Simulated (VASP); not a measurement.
I under changes of volume

One of the cells (37.214 Å³/atom); the others are scaled copies at fixed shape and fractional positions:

```xyz
1
Lattice="-2.1032 2.1032 2.1032 2.1032 -2.1032 2.1032 2.1032 2.1032 -2.1032" Properties=species:S:1:pos:R:3 pbc="T T T"
I     0.0000    0.0000    0.0000
```

The real solid is made of molecules; this cell is a model form.

```yaml
Program: VASP 6.6.1
Functional: r2SCAN
Potentials_or_basis: VASP PAW PBE potentials, release 64 (I)
Cutoff: 520 eV
k_mesh: 9 × 9 × 9
Occupations: fermi-dirac, width 0.05 eV
Spin: no spin polarisation
```

```csv
volume (Å³/atom),energy over the lowest point (meV/atom),pressure (GPa)
34.296,8.01,1.5
35.025,2.59,0.9
35.755,0.00,0.3
37.214,2.01,-0.6
37.944,?,?
38.674,11.82,-1.4
```

Q: What does the run at 37.944 Å³/atom give?

A: Energy over the lowest point 6.06 meV/atom; pressure -1.0 GPa.

Worked out: A Birch-Murnaghan fit of order 3 (a polynomial in V^(-2/3)) to the other rows has its minimum at 36.15 Å³/atom with B0 = V·E''(V) = 25 GPa and B' = 5.2. It gives 6.06 meV/atom at 37.944 Å³/atom, against the run's 6.06, and -dE/dV = -1.1 GPa, against -1.0.

Energies are extrapolated to zero smearing.

Caveats: the PAW data sets were made with another functional, which shifts forces and pressure a little; an odd number of electrons without spin polarisation forces a metal; a magnetic or distorted state may lie lower.
